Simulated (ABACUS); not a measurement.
**Te2Pt (Moncheite) under changes of volume**

One of the cells (24.143 Å³/atom); the others are scaled copies at fixed shape and fractional positions:

```xyz
3
Lattice="4.0100 0.0000 0.0000 -2.0050 3.4728 0.0000 0.0000 0.0000 5.2010" Properties=species:S:1:pos:R:3 pbc="T T T"
Pt    0.0000    0.0000    0.0000
Te    2.0050    1.1576    3.9007
Te    0.0000    2.3152    1.3002
```

- Program: ABACUS 3.10.1
- Functional: PBEsol
- Potentials or basis: PseudoDojo NC SR 0.4.1 PBEsol standard
- Cutoff: 1143 eV
- Density cutoff: 4572 eV
- Basis: plane waves
- k mesh: 8 × 8 × 5
- Occupations: fermi-dirac, width 0.05 eV
- Spin: no spin polarisation

```tsv
volume (Å³/atom)	energy over the lowest point (meV/atom)	pressure (GPa)	largest force (eV/Å)
22.694	92.92	13.6	1.666
23.177	56.99	10.2	1.353
23.660	30.72	7.2	1.060
24.143	13.06	4.5	0.794
24.626	?	?	?
25.108	0.00	-0.1	0.333
25.591	3.03	-2.0	0.133
```

What does the run at 24.626 Å³/atom give?

Energy over the lowest point 3.10 meV/atom; pressure 2.1 GPa; largest force 0.554 eV/Å.

Worked out: A Birch-Murnaghan fit of order 3 (a polynomial in V^(-2/3)) to the other rows has its minimum at 25.10 Å³/atom with B0 = V·E''(V) = 106 GPa and B' = 4.9 at fixed shape and positions, which overstates the stiffness. It gives 3.10 meV/atom at 24.626 Å³/atom, against the run's 3.10, and -dE/dV = 2.1 GPa, against 2.1.

Energies are extrapolated to zero smearing.

Caveats: forces of over 1 eV/Å show positions far from the minimum, so gaps and moduli don't describe the material at rest (some runs).
